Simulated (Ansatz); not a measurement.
# TaN/AlN/HfN: conductance against the thickness of the layer, part 2 of 7

Aim: the conductance of TaN/AlN/HfN junctions as the barrier thickens. The lower electrode is TaN rock salt(111), the upper one HfN rock salt(111); the barrier is AlN wurtzite(0001) (whole bilayers). In the first transport cell, after relaxation, the nearest pair of electrode and barrier is Ta–N at 2.08 Å, along the normal, at the lower face and Hf–Al at 3.02 Å, at a slant, at the upper one. All share a net of side 3.128 Å, which strains the lower electrode by +0.1 %, the upper one by -2.4 % and the barrier by -0.1 %, against typed lattice constants near PBE's. The first steps treat the bulk electrodes alone.

Ansatz 0.2.0; PBE DFT, plane waves, PAW files (the session's first sound run).

So far: Starting point; The strained electrode, electrode TaN rock salt(111).

**3. Layer spacing of the electrode, electrode HfN rock salt(111)**

System of this step: HfN. The structure is trigonal, space group R-3m (No. 166). Conventional cell: a = 3.128 Å, b = 3.128 Å, c = 7.975 Å, α = 90.00°, β = 90.00°, γ = 120.00°. Nearest to Hf lie 6 N at 2.24 Å. Nearest to N lie 6 Hf at 2.24 Å. Farther neighbours and most contacts between anions are not listed.

The electrode is held to the junction's net and relaxed along the normal; its spacing is used for the ideal lead layers.

input.yaml reads:

```yaml
crystal:
  lattice:
    - [3.128, 0.0, 0.0]
    - [-1.564, 2.708927463, 0.0]
    - [0.0, 0.0, 7.9751205283]
  atoms:
    - { symbol: Hf, position: [0.0, 0.0, 0.0] }
    - { symbol: "N", position: [0.3333333333, 0.6666666667, 0.1666666667] }
    - { symbol: Hf, position: [0.6666666667, 0.3333333333, 0.3333333333] }
    - { symbol: "N", position: [0.0, 0.0, 0.5] }
    - { symbol: Hf, position: [0.3333333333, 0.6666666667, 0.6666666667] }
    - { symbol: "N", position: [0.6666666667, 0.3333333333, 0.8333333333] }
kpoints:
  mp_grid: { grid: [12, 12, 4] }
scf:
  occupations: { method: fermi_dirac, width: 0.1 }
  max_iter: 150
hamiltonian:
  xc: pbe
relax:
  f_tol: 0.01
  max_steps: 40
  cell: { fix: [a, b, angles] }
```

Run with:

```sh
$ ansatz run input.yaml --threads 4 --pin off --max-ram 12288MiB --backend cpu --events-out ev --progress --plain --runs-dir out
```

Numbers of over 12 decimals in the logs are rounded to 6 here.

The log of the run:

```text
[...]
Crystal: 6 atoms, lattice volume = 67.577 Å³
Basis set: ecut = 420 eV, 1299 PW (Γ), exchange–correlation on 48×48×108 points (8 copies of the dense FFT grid, shifted against one another)
Bands: 56, of which v1, the nominal top of the filled ones, is band 47 counted from 1 (46 counted from 0)
Symmetry: 36 space group operations
[...]
k-points: 69 of 576
[...]
SCF iter   1: F=—  HF=-48325.936846 eV  |F-HF|=—  |Δ(HF+E_count)|=         —  Δρ=5.25e-3  dr2=2.17e-2  ethr=1.77e-3  ⟨swp⟩=5.1  Hψ=11681  notcnv=0  defer=2
[...]
SCF iter   7: F=-48325.931126 eV  HF=-48325.931126 eV  |F-HF|=3.54e-9  |Δ(HF+E_count)|=   9.61e-9  Δρ=3.07e-6  dr2=5.82e-9  ethr=7.34e-11  ⟨swp⟩=4.6  Hψ=14261  notcnv=0
SCF 1 converged in 7 iterations: F = -48325.931126 eV  dr2 = 5.82e-9
[...]
relax step   1: F+E_penalty+E_count = -48325.93112613 eV  Δ(F+E_penalty+E_count) = +0.000e0 eV  max|allowed force component| = 1.636e-27 eV/Å  Δτ_max = 0.0000 Å  P = +12.500 GPa  Ω = 67.577 Å³  fix = [a, b, alpha, beta, gamma]  reactions: a +15.847, b +15.847 GPa  (7 SCF iters, dr2 threshold 1.00e-7 eV, accepted)
Crystal: 6 atoms, lattice volume = 68.976 Å³
Basis set: ecut = 420 eV, 1359 PW (Γ), exchange–correlation on 48×48×108 points (8 copies of the dense FFT grid, shifted against one another)
[...]
SCF iter   7: F=-48325.935067 eV  HF=-48325.935067 eV  |F-HF|=3.47e-8  |Δ(HF+E_count)|=   2.34e-7  Δρ=8.37e-6  dr2=3.81e-8  ethr=5.00e-10  ⟨swp⟩=4.6  Hψ=14172  notcnv=0
SCF 2 converged in 7 iterations: F = -48325.935067 eV  dr2 = 3.81e-8
relax step   2: F+E_penalty+E_count = -48325.93506656 eV  Δ(F+E_penalty+E_count) = -3.940e-3 eV  max|allowed force component| = 2.954e-27 eV/Å  Δτ_max = 0.0000 Å  P = +6.326 GPa  Ω = 68.976 Å³  energy of the carried Pulay correction = -4.491e-3 eV  fix = [a, b, alpha, beta, gamma]  reactions: a +11.364, b +11.364 GPa  (7 SCF iters, dr2 threshold 6.00e-7 eV, accepted)
Crystal: 6 atoms, lattice volume = 68.427 Å³
Basis set: ecut = 420 eV, 1335 PW (Γ), exchange–correlation on 48×48×108 points (8 copies of the dense FFT grid, shifted against one another)
[...]
SCF iter   5: F=-48325.943427 eV  HF=-48325.943427 eV  |F-HF|=1.60e-7  |Δ(HF+E_count)|=   1.01e-5  Δρ=4.06e-5  dr2=5.93e-7  ethr=6.45e-10  ⟨swp⟩=3.8  Hψ=18435  notcnv=0
SCF 3 converged in 5 iterations: F = -48325.943427 eV  dr2 = 5.93e-7
relax step   3: F+E_penalty+E_count = -48325.94342723 eV  Δ(F+E_penalty+E_count) = -8.361e-3 eV  max|allowed force component| = 1.550e-26 eV/Å  Δτ_max = 0.0000 Å  P = +8.666 GPa  Ω = 68.427 Å³  energy of the carried Pulay correction = -2.740e-3 eV  fix = [a, b, alpha, beta, gamma]  reactions: a +13.044, b +13.044 GPa  (5 SCF iters, dr2 threshold 6.00e-7 eV, accepted)
[...]
relax step   4: F+E_penalty+E_count = -48325.94347479 eV  Δ(F+E_penalty+E_count) = -4.756e-5 eV  max|allowed force component| = 9.998e-29 eV/Å  Δτ_max = 0.0000 Å  P = +8.726 GPa  Ω = 68.414 Å³  energy of the carried Pulay correction = -2.696e-3 eV  fix = [a, b, alpha, beta, gamma]  reactions: a +13.087, b +13.087 GPa  (5 SCF iters, dr2 threshold 2.07e-8 eV, accepted)
[...]
relax step   5: F+E_penalty+E_count = -48325.94643449 eV  Δ(F+E_penalty+E_count) = -2.960e-3 eV  max|allowed force component| = 9.721e-29 eV/Å  Δτ_max = 0.0000 Å  P = +8.777 GPa  Ω = 68.414 Å³  fix = [a, b, alpha, beta, gamma]  reactions: a +13.113, b +13.113 GPa  stress off target by 1.06e-1 GPa on what of the cell is left free  SCF on the basis re-selected at this cell (its energy is not comparable with the rows above)  (6 SCF iters)
[...]
relax step   6: F+E_penalty+E_count = -48325.94639193 eV  Δ(F+E_penalty+E_count) = +4.257e-5 eV  max|allowed force component| = 3.992e-28 eV/Å  Δτ_max = 0.0000 Å  P = +8.711 GPa  Ω = 68.429 Å³  energy of the carried Pulay correction = -4.775e-5 eV  fix = [a, b, alpha, beta, gamma]  reactions: a +13.065, b +13.065 GPa  (4 SCF iters, dr2 threshold 2.80e-8 eV, accepted)
[...]
SCF iter   5: F=-48325.946411 eV  HF=-48325.946411 eV  |F-HF|=0.00e0  |Δ(HF+E_count)|=  2.91e-11  Δρ=1.53e-7  dr2=5.94e-12  ethr=1.00e-12  ⟨swp⟩=5.1  Hψ=14592  notcnv=0
SCF 7 converged in 5 iterations: F = -48325.946411 eV  dr2 = 5.94e-12
relax step   7: F+E_penalty+E_count = -48325.94641135 eV  Δ(F+E_penalty+E_count) = -1.943e-5 eV  max|allowed force component| = 1.973e-28 eV/Å  Δτ_max = 0.0000 Å  P = +8.712 GPa  Ω = 68.429 Å³  fix = [a, b, alpha, beta, gamma]  reactions: a +13.065, b +13.065 GPa  stress off target by 4.70e-3 GPa on what of the cell is left free  SCF on the basis re-selected at this cell (its energy is not comparable with the rows above)  (5 SCF iters)
[...]
SCF converged after 5 iterations
Free energy (F): -48325.946411 eV
[...]
Internal energy: -48325.891775 eV  (E = F + TS)
E sigma→0 (E₀):  -48325.919093 eV
Entropy (-TS):   -0.054636 eV (-9.106 meV/atom)
Fermi energy:    24.111475 eV
[...]
--- Stress (GPa, compression-positive) ---
       13.065131      -0.000000       0.000000
       -0.000000      13.065131       0.000000
        0.000000       0.000000       0.004704
  P = ⅓ Tr σ = 8.7117 GPa (87.117 kbar)
--- Relaxed structure (5 steps of the walk, 5 accepted, 2 SCFs on fresh bases) ---
[...]
cell:  # Å, volume = 68.4289 Å³
    - [3.128000, 0, 0]
    - [-1.564000, 2.708927, 0]
    - [0, 0, 8.075609]
  atoms:
    - { symbol: Hf, position: [0, 0, 0] }
    - { symbol: N, position: [0.333333, 0.666667, 0.166667] }
    - { symbol: Hf, position: [0.666667, 0.333333, 0.333333] }
    - { symbol: N, position: [0, 0, 0.500000] }
    - { symbol: Hf, position: [0.333333, 0.666667, 0.666667] }
    - { symbol: N, position: [0.666667, 0.333333, 0.833333] }
```

Run time: 23 s. Hardware: 4 threads of Arm Neoverse V1, shared host; peak memory 0.54 GiB; 88 s of CPU time.

This run has no spin polarisation although its electron count is odd.

Step by step:

| step | energy less that of the first step (eV) | largest force component (eV/Å) | pressure (GPa) | volume (Å³) |
| --- | --- | --- | --- | --- |
| 1 | 0.0000 | 0.0000 | 12.50 | 67.58 |
| 2 | -0.0039 | 0.0000 | 6.33 | 68.98 |
| 3 | -0.0123 | 0.0000 | 8.67 | 68.43 |
| 4 | -0.0123 | 0.0000 | 8.73 | 68.41 |
| 5* | -0.0153 | 0.0000 | 8.78 | 68.41 |
| 6 | -0.0153 | 0.0000 | 8.71 | 68.43 |
| 7* | -0.0153 | 0.0000 | 8.71 | 68.43 |

Relaxation steps marked * repeat the geometry before them on a plane-wave basis chosen anew for their cell, so energy and pressure can jump there.

Forces are held to the 36 operations that the run works with; a distortion that breaks them can't arise in this run.

| conventional cell, symmetrised | before | after | change |
| --- | --- | --- | --- |
| a (Å) | 3.128 | 3.128 | -0.0 % |
| b (Å) | 3.128 | 3.128 | -0.0 % |
| c (Å) | 7.975 | 8.076 | +1.3 % |
| volume (Å³/atom) | 11.26 | 11.40 | +1.3 % |

Final coordinates:

```cif
data_structure
_symmetry_space_group_name_H-M 'P 1'
_symmetry_Int_Tables_number 1
_cell_length_a 3.1280
_cell_length_b 3.1280
_cell_length_c 8.0756
_cell_angle_alpha 90.000
_cell_angle_beta 90.000
_cell_angle_gamma 120.000
_cell_volume 68.43
loop_
_atom_site_label
_atom_site_type_symbol
_atom_site_fract_x
_atom_site_fract_y
_atom_site_fract_z
_atom_site_occupancy
Hf1 Hf 0.00000 0.00000 0.00000 1
N2 N 0.33333 0.66667 0.16667 1
Hf3 Hf 0.66667 0.33333 0.33333 1
N4 N 0.00000 0.00000 0.50000 1
Hf5 Hf 0.33333 0.66667 0.66667 1
N6 N 0.66667 0.33333 0.83333 1
```

This step gave:

| Quantity | Value |
| --- | --- |
| free energy | -48325.9464 eV |
| Fermi energy | 24.11 eV |
| pressure | 8.712 GPa |

(Part 2 of 7 ends here.)

[Logs are printed without paths, hosts, clocks, repeated set-up lines and the standing remarks that a program may print on its own settings, such as how far it seeks lower states.]

[Hosts, paths, dates, database ids (printed as entryN), source tags and the programs' standing remarks are cut or masked in the printed files.]
